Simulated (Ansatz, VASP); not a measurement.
This is a calculation of SnSe for Ansatz 0.2.0.

The input input.yaml:

```yaml
crystal:
  lattice:
    - [4.2853274191, 0.0, 0.0]
    - [0.0, 4.2853274191, 0.0]
    - [0.0, 0.0, 10.99069213]
  atoms:
    - { symbol: Sn, position: [0.0, 0.5, 0.62777089] }
    - { symbol: Sn, position: [0.5, 0.0, 0.37222911] }
    - { symbol: Se, position: [0.0, 0.5, 0.38396051] }
    - { symbol: Se, position: [0.5, 0.0, 0.61603949] }
hamiltonian:
  xc: pbesol
  pseudopotentials: { kind: paw }
kpoints:
  mp_grid: { grid: [6, 6, 3] }
scf:
  occupations: { method: fermi_dirac, width: 0.05 }
output:
  forces: true
  stress: true
  eigenvalues: true
```

Potentials or basis: Ansatz PAW.

The run is started by

```sh
$ ansatz run input.yaml --threads 1 --pin off --max-ram 3584MiB --backend cpu --events-out ev --progress --plain --runs-dir out
```

Q: Set up the same calculation for VASP 6.6.1. Potentials there: VASP PAW PBE potentials, release 64 (Sn_d, Se).

A: As run (the cutoff follows the program's own potentials):

INCAR

```
PREC = Accurate ; ENCUT = 520
EDIFF = 1E-7 ; ISMEAR = -1
SIGMA = 0.05 ; LREAL = F
LASPH = T ; NELM = 60
ALGO = Normal ; ISIF = 2
LWAVE = F ; LCHARG = T
GGA = PS ; LELF = T
LVHAR = T ; NBANDS = 28
```

The input KPOINTS:

```
regular mesh
0
Gamma
  6 6 3
```

File POSCAR:

```
SnSe
1.0
    4.2853274191      0.0000000000      0.0000000000
    0.0000000000      4.2853274191      0.0000000000
    0.0000000000      0.0000000000     10.9906921300
Sn Se
2 2
Direct
    0.0000000000      0.5000000000      0.6277708900
    0.5000000000      0.0000000000      0.3722291100
    0.0000000000      0.5000000000      0.3839605100
    0.5000000000      0.0000000000      0.6160394900
```

Potentials or basis: VASP PAW PBE potentials, release 64 (Sn_d, Se).

The run is started by

```sh
$ cat potpaw_PBE.64/Sn_d/POTCAR potpaw_PBE.64/Se/POTCAR > POTCAR
$ mpirun -np 1 vasp_std > vasp.out
```

Both were run:

|  | VASP | Ansatz | Ansatz less VASP |
| --- | --- | --- | --- |
| gap on the k mesh at the Fermi level (eV) | 1.47 | 1.47 | +0.007 |
| least direct gap on the mesh (eV) | 1.47 | 1.47 | +0.007 |
| rms of the force components (eV/Å) | 0.054 | 0.054 | +0.0008 |

Atom by atom the forces differ by 0.009 eV/Å (rms over components). With one functional, cell and mesh, what is left measures potentials, basis and numerics. The two sets of potentials don't hold the same shells in valence.

Caveats: spin-orbit coupling is left out, which moves the levels of the heavy elements; the PAW data sets were made with another functional, which shifts forces and pressure a little (VASP); odd divisions of the mesh miss points on the zone boundary, where band edges often lie, so the gap on the mesh can be too wide (Ansatz); the PAW data sets come from PBE, with cores solved anew for the run's functional, which leaves a small shift of forces and pressure (Ansatz).
